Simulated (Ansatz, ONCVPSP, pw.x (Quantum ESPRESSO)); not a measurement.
**From atom to crystal: ONCV potential for gold**

gold (Au), optimised norm-conserving Vanderbilt (ONCV), made with ONCVPSP 4.0.1.1 (patched build) (PBE, scalar-relativistic). Core [Kr] 4d10 4f14, reference 5s2 5p6 5d9 6s2. Waves: 5s+6s: rc 1.70 bohr, ncon 4, nbas 8, qcut 5.6 1/bohr, 2 projectors; 5p: rc 1.55 bohr, ncon 5, nbas 10, qcut 10.5 1/bohr, 2 projectors, debl 4 Ha; 5d: rc 2.15 bohr, ncon 4, nbas 9, qcut 8.8 1/bohr, 3 projectors, debl 0.5 Ha. Local part: polynomial inside 1.10 bohr (lpopt 2, dvloc0 6 Ha). Core correction: Teter function, fcfact 5.25, rcfact 1.6.

Atomic tests: cutoffs needed: 37 Ha and 44 Ha (the cutoffs (Ha) at which the residual kinetic energy of the hardest occupied pseudo-wave falls to 1 and 0.1 mHa per electron); ghost test: no bound ghost flagged; no localised positive-energy state flagged; largest excitation error: -40 meV (all-electron minus pseudo) for 5s2 5p6 5d10 6s0, out of 4 test configurations.

Crystal test: sc Au in pw.x 7.5, no spin, 12³ k-points, Fermi–Dirac smearing 0.01 Ry, cutoffs 105/420 Ry. The reference is all-electron LAPW (Ansatz 0.2.0) with the same functional, mesh and smearing; V0 and B0 come from Birch–Murnaghan fits to the pressures at five volumes. Errors are pseudo minus all-electron; Δ is the rms difference of the E(V) curves that follow from these fits, minima aligned, over ±6 % about the mean V0. Mesh and smearing are coarse, so the numbers serve the comparison and aren't converged zero-temperature values; the lattice is a test structure that the element need not adopt.

```csv
V (Å³/atom),P all-electron (GPa),P pseudo (GPa)
19.753,5.83,5.09
20.273,2.51,1.84
20.793,-0.30,-0.92
21.313,-2.67,-3.24
21.833,-4.67,-5.20
```

All-electron: a0 = 2.747 Å (V0 = 20.73 Å³/atom), B0 = 104.8 GPa.

Pseudopotential: mean pressure error (GPa): -0.62; a0 (Å): 2.742; a0 error (%): -0.20; B0 error (%): +1.5; Δ (meV/atom): 2.9.

Problem. At the middle volume, how do free energy and pressure move when the wave cutoff is lowered (ecutrho kept at four times it)?

Solution.

```csv
cutoff (Ry),shift of F (meV/atom),shift of P (GPa)
47,+4375.3,-89.45
63,+834.3,-32.48
84,+37.2,-2.77
```

Input at the middle volume:

```
&control
  calculation='scf', prefix='x', pseudo_dir='./', outdir='./tmp', tstress=.true., disk_io='none'
/
&system
  ibrav=0, nat=1, ntyp=1, ecutwfc=105, ecutrho=420, nbnd=18,
  occupations='smearing', smearing='fd', degauss=0.01
/
&electrons
  conv_thr=1e-09, mixing_beta=0.4, electron_maxstep=70
/
ATOMIC_SPECIES
Au 1.0 Au.UPF
CELL_PARAMETERS angstrom
  2.74982919 0.00000000 0.00000000
  0.00000000 2.74982919 0.00000000
  0.00000000 0.00000000 2.74982919
ATOMIC_POSITIONS crystal
Au 0.0000 0.0000 0.0000
K_POINTS automatic
12 12 12 0 0 0
```

```bash
pw.x < Au.scf.in > Au.scf.out
```

Lines of the output:

```
Message from routine setup:
     using ibrav=0 with symmetry is DISCOURAGED, use correct ibrav instead
     lattice parameter (alat)  =       5.1964  a.u.
     unit-cell volume          =     140.3181 (a.u.)^3
     number of electrons       =        19.00
     number of Kohn-Sham states=           18
     kinetic-energy cutoff     =     105.0000  Ry
     charge density cutoff     =     420.0000  Ry
     scf convergence threshold =      1.0E-09
     Exchange-correlation= PBE
     number of k points=    84  Fermi-Dirac smearing, width (Ry)=  0.0100
     iteration #  1     ecut=   105.00 Ry     beta= 0.40
     total energy              =    -309.62480885 Ry
     estimated scf accuracy    <       0.00730424 Ry
     iteration #  2     ecut=   105.00 Ry     beta= 0.40
     total energy              =    -309.62598487 Ry
     estimated scf accuracy    <       0.00057593 Ry
     iteration #  3     ecut=   105.00 Ry     beta= 0.40
     total energy              =    -309.62596726 Ry
     estimated scf accuracy    <       0.00018227 Ry
     iteration #  4     ecut=   105.00 Ry     beta= 0.40
     total energy              =    -309.62598191 Ry
     estimated scf accuracy    <       0.00000220 Ry
     iteration #  5     ecut=   105.00 Ry     beta= 0.40
     total energy              =    -309.62598217 Ry
     estimated scf accuracy    <       0.00000139 Ry
     iteration #  6     ecut=   105.00 Ry     beta= 0.40
     total energy              =    -309.62598236 Ry
     estimated scf accuracy    <       0.00000004 Ry
     iteration #  7     ecut=   105.00 Ry     beta= 0.40
     total energy              =    -309.62598235 Ry
     estimated scf accuracy    <       0.00000003 Ry
     iteration #  8     ecut=   105.00 Ry     beta= 0.40
     total energy              =    -309.62598236 Ry
     estimated scf accuracy    <          6.7E-09 Ry
     iteration #  9     ecut=   105.00 Ry     beta= 0.40
     total energy              =    -309.62598235 Ry
     estimated scf accuracy    <          3.8E-09 Ry
     iteration # 10     ecut=   105.00 Ry     beta= 0.40
     the Fermi energy is    15.4230 ev
!    total energy              =    -309.62598236 Ry
     estimated scf accuracy    <          1.7E-12 Ry
     smearing contrib. (-TS)   =      -0.00150631 Ry
     The total energy is F=E-TS. E is the sum of the following terms:
     one-electron contribution =    -108.29867469 Ry
     hartree contribution      =      63.40179407 Ry
     xc contribution           =     -67.61812581 Ry
     ewald contribution        =    -197.10946962 Ry
     convergence has been achieved in  10 iterations
          total   stress  (Ry/bohr**3)                   (kbar)     P=       -9.24
     Message from routine punch:
     Nothing written, as per user request (disk_io='none')
```

The run at the middle volume (84 k-points, 10 iterations) took about 41 s on one core of a shared host (Neoverse-V2, 96 threads, 742 GiB, load 65).
